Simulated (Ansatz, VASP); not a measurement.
# CoSi: VASP beside Ansatz

```xyz
2
Lattice="0.0000 2.4754 2.4754 2.4754 0.0000 2.4754 2.4754 2.4754 0.0000" Properties=species:S:1:pos:R:3 pbc="T T T"
Co    0.0000    0.0000    0.0000
Si    1.2377    1.2377    1.2377
```

The cell was built by a generator and needn't be a form met in nature.

Alike in both runs: task relaxation of cell and atoms; functional PBE; k mesh 8 × 8 × 8; occupations gaussian, width 0.1 eV; no spin polarisation.

```csv
,VASP,Ansatz
version,VASP 6.6.1,Ansatz 0.2.0
potentials or method,"VASP PAW PBE potentials, release 64 (Co, Si)","scalar-relativistic, plane waves, PAW"
plane-wave cutoff (eV),600,420
valence electrons in the cell,13,21
```

Ansatz gave:

| Quantity | Value |
| --- | --- |
| gap on the k mesh at the Fermi level, each at its own relaxed structure (eV) | none |
| relaxed volume (Å³/atom) | 16.46 |
| relaxed cell length with the largest relative difference (Å) | 3.597 |
| energy change over the relaxation (meV/atom) | -40 |

Estimate VASP's values.

gap on the k mesh at the Fermi level, each at its own relaxed structure (eV): none; relaxed volume (Å³/atom): 16.47; relaxed cell length with the largest relative difference (Å): 3.598; energy change over the relaxation (meV/atom): -40.

A gap of «none» marks a metal or a gap that the smearing closes. The two sets of potentials don't hold the same shells in valence.

 Spin polarisation is off, so any magnetic state and its effect on volume and gap are missing.
